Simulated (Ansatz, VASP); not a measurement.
# Two plane-wave programs on Mg2Ge

Contents of INCAR:

```
PREC = Accurate
ENCUT = 520
EDIFF = 1E-7
ISMEAR = 0
SIGMA = 0.01
LREAL = F
LASPH = T
NELM = 100
ALGO = Normal
ISIF = 2
LWAVE = F
LCHARG = F
GGA = PE
NBANDS = 16
```

Contents of KPOINTS:

```
Automatic mesh
0
Gamma
  10 10 10
```

The input POSCAR:

```
Mg2Ge
1.0
    0.0000000000      3.2109592253      3.2109592253
    3.2109592253      0.0000000000      3.2109592253
    3.2109592253      3.2109592253      0.0000000000
Mg Ge
2 1
Direct
    0.2500000000      0.2500000000      0.2500000000
    0.7500000000      0.7500000000      0.7500000000
    0.0000000000      0.0000000000      0.0000000000
```

Input for Ansatz:

```yaml
crystal:
  lattice:
    - [0.0, 3.2109592253, 3.2109592253]
    - [3.2109592253, 0.0, 3.2109592253]
    - [3.2109592253, 3.2109592253, 0.0]
  atoms:
    - { symbol: Mg, position: [0.25, 0.25, 0.25] }
    - { symbol: Mg, position: [0.75, 0.75, 0.75] }
    - { symbol: Ge, position: [0.0, 0.0, 0.0] }
basis:
  ecutwfc: 420
kpoints:
  mp_grid: { grid: [10, 10, 10] }
hamiltonian:
  xc: pbe
scf:
  occupations: { method: gaussian, width: 0.01 }
  n_extra_bands: 12
output:
  forces: false
  stress: false
  eigenvalues: true
  optics: { e_range: [0, 14], sigma: 0.1, nscf_kmesh: { grid: [15, 15, 15] } }
checkpoint:
  read: start.run
  write: ck
  compress: false
  write_wavefunctions: false
  write_every: 100000
```

Alike in both runs: task single point; functional PBE; k mesh 10 × 10 × 10; occupations gaussian, width 0.01 eV; no spin polarisation.

```csv
,VASP,Ansatz
version,VASP 6.6.1,Ansatz 0.2.0
potentials or method,"VASP PAW PBE potentials, release 64 (Mg, Ge_d)","scalar-relativistic, plane waves, PAW"
plane-wave cutoff (eV),520,420
valence electrons in the cell,18,34
```

|  | VASP | Ansatz | Ansatz less VASP |
| --- | --- | --- | --- |
| gap on the k mesh at the Fermi level (eV) | 0.16 | 0.17 | +0.002 |
| least direct gap on the mesh (eV) | 0.94 | 0.95 | +0.005 |

The two sets of potentials don't hold the same shells in valence.

A k mesh can miss the band edges.
